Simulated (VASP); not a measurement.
Ge in VASP 6.6.1, single-point calculation

INCAR

```
PREC = Accurate
NBANDS = 21
LWAVE = .FALSE.
SIGMA = 0.02
NELM = 63
ISPIN = 2
IBRION = -1
MAGMOM = 3 3
LREAL = .FALSE.
GGA = PE
LASPH = .TRUE.
BMIX = 0.5
ISIF = 2
EDIFF = 1E-7
ISMEAR = -1
ENCUT = 520
LCHARG = .FALSE.
NSW = 0
```

KPOINTS

```
KPOINTS created by Atomic Simulation Environment
0
Gamma
8 8 8
0 0 0
```

POSCAR

```
Ge
 1.0000000000000000
     0.0000000000000000    2.8368735120999999    2.8368735120999999
     2.8936109823999998    0.0000000000000000    2.8368735120999999
     2.8936109823999998    2.8368735120999999    0.0000000000000000
 Ge
   2
Cartesian
  0.0000000000000000  0.0000000000000000  0.0000000000000000
  1.4468054911999999  1.4184367560500000  1.4184367560500000
```

The recommended PBE PAW datasets give the neutral cell 28 valence electrons.

Command

```
mpirun -np 1 vasp_std
```

OSZICAR

```
N       E                     dE             d eps       ncg     rms          rms(c)
DAV:   1     0.194421687533E+03    0.19442E+03   -0.14539E+04  5478   0.362E+03
DAV:   2     0.224032519210E+02   -0.17202E+03   -0.16680E+03  4966   0.634E+02
DAV:   3    -0.477829485490E+01   -0.27182E+02   -0.26981E+02  5726   0.143E+02
DAV:   4    -0.571564022366E+01   -0.93735E+00   -0.93677E+00  5616   0.311E+01
DAV:   5    -0.573147158401E+01   -0.15831E-01   -0.15831E-01  5639   0.447E+00    0.271E+01
DAV:   6    -0.820926941257E+01   -0.24778E+01   -0.68410E-01  6851   0.159E+01    0.143E+01
DAV:   7    -0.902677550818E+01   -0.81751E+00   -0.13900E-01  6535   0.672E+00    0.135E+00
DAV:   8    -0.901221763468E+01    0.14558E-01   -0.27605E-02  5574   0.136E+00    0.616E-01
DAV:   9    -0.901727545018E+01   -0.50578E-02   -0.40894E-03  5391   0.472E-01    0.982E-02
DAV:  10    -0.901737651139E+01   -0.10106E-03   -0.24638E-04  5664   0.125E-01    0.478E-02
DAV:  11    -0.901744786591E+01   -0.71355E-04   -0.10529E-04  5352   0.686E-02    0.127E-02
DAV:  12    -0.901745847784E+01   -0.10612E-04   -0.79133E-06  5651   0.250E-02    0.491E-03
DAV:  13    -0.901745963118E+01   -0.11533E-05   -0.14968E-06  4197   0.966E-03    0.255E-03
DAV:  14    -0.901746003633E+01   -0.40515E-06   -0.54061E-07  4462   0.564E-03    0.608E-04
DAV:  15    -0.901746001061E+01    0.25711E-07   -0.25198E-08  4080   0.154E-03
   1 F= -.90174600E+01 E0= -.90173695E+01  d E =-.181009E-03  mag=     0.0000
```

It converged. Results: pressure 1.6 GPa; magnetic moment of the cell 0.00 μB.

For comparison, a separate PBE run of the intended cell, on usual settings and not on those above, gives a gap of 0.00 eV on its mesh and a pressure of 1.5 GPa.

The run above took about 2.3 min on one core of a shared host (Intel Xeon Platinum 8488C) and held 0.23 GiB at most.
